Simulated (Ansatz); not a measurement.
Write the native input for Ansatz 0.2.0 that does the following.

| Quantity | Value |
| --- | --- |
| Task | band structure |
| Functional | PBEsol |
| Potentials or basis | all-electron LAPW, scalar-relativistic |
| Cutoff | 156 eV (chosen from the basis error) |
| Basis error allowed | 0.001 eV/atom |
| k mesh | 7 × 7 × 4 |
| Occupations | fermi-dirac, width 0.05 eV |
| Spin | no spin polarisation |

Crystal: Sb.

```xyz
2
Lattice="3.3545 0.0000 0.0000 -1.6773 2.9051 0.0000 0.0000 0.0000 5.4702" Properties=species:S:1:pos:R:3 pbc="T T T"
Sb    1.6773    0.9684    4.1026
Sb    0.0000    1.9367    1.3675
```

This isn't the form of Sb at room conditions, which is rhombohedral.

The input as run:

input.yaml

```yaml
crystal:
  lattice:
    - [3.3545324186, 0.0, 0.0]
    - [-1.6772662093, 2.9051102923, 0.0]
    - [0.0, 0.0, 5.47016065]
  atoms:
    - { symbol: Sb, position: [0.6666666667, 0.3333333333, 0.75] }
    - { symbol: Sb, position: [0.3333333333, 0.6666666667, 0.25] }
kpoints:
  mp_grid: { grid: [7, 7, 4] }
  band_path:
    path:
      - [0.0, 0.0, 0.0]
      - [0.5, 0.0, 0.0]
      - [0.3333333333, 0.3333333333, 0.0]
      - [0.0, 0.0, 0.0]
      - [0.0, 0.0, 0.5]
      - [0.5, 0.0, 0.5]
      - [0.3333333333, 0.3333333333, 0.5]
      - [0.0, 0.0, 0.5]
    npoints: 12
scf:
  occupations: { method: fermi_dirac, width: 0.05 }
hamiltonian:
  xc: pbesol
  pseudopotentials: { kind: all_electron, lapw: { basis_error: 0.001 } }
output:
  forces: true
  stress: true
  eigenvalues: true
```

Potentials or basis: all-electron LAPW, scalar-relativistic.

The run is started by

```bash
$ ansatz run input.yaml --threads 1 --pin off --max-ram 3072MiB --backend cpu --events-out ev --progress --plain --runs-dir out
```

Results of the run:

```yaml
Pressure: -1.3 GPa
Band_gap_along_the_path: none (metal or under the smearing width)
```

Caveat: the k mesh is thin for a metal, which can move the energy by tens of meV per atom; spin-orbit coupling is left out, which moves the levels of the heavy elements.

Wall time 12 s on 1 thread of Arm Neoverse V1 (shared host), peak memory 0.26 GiB.
